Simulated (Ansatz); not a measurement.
Ge, one structure, two calculations

Cell: an entry of the Crystallography Open Database (COD), ions relaxed with PBE at fixed cell.

Space group P4_32_12 (No. 96); a = 5.9300, c = 6.9800 Å.

| site | Wyckoff | site symmetry | x | y | z |
| --- | --- | --- | --- | --- | --- |
| Ge1 | 4a | ..2 | 0.0899 | 0.0899 | 0.0000 |
| Ge5 | 8b | 1 | 0.1723 | 0.3691 | 0.2595 |

One atom of each set is listed.

First run. Level of theory: DFT, PBE, plane waves and PAW, scalar-relativistic, 420 eV cutoff, Γ-centred 8×8×7 k-points, Fermi–Dirac smearing 0.02 eV (Ansatz 0.2.0).

| site | V_zz (10²¹ V/m²) | η |
| --- | --- | --- |
| Ge1 | 4.41 | 0.80 |
| Ge5 | 5.86 | 0.83 |

Second run. The same atoms and settings, except that spin–orbit coupling is included (fully relativistic PAW files).

Problem. What does the second run give?

Solution. 

```csv
site,V_zz,η,change of V_zz
Ge1,4.40,0.80,-0.01
Ge5,5.85,0.83,-0.01
```

No V_zz moves by more than 0.01.
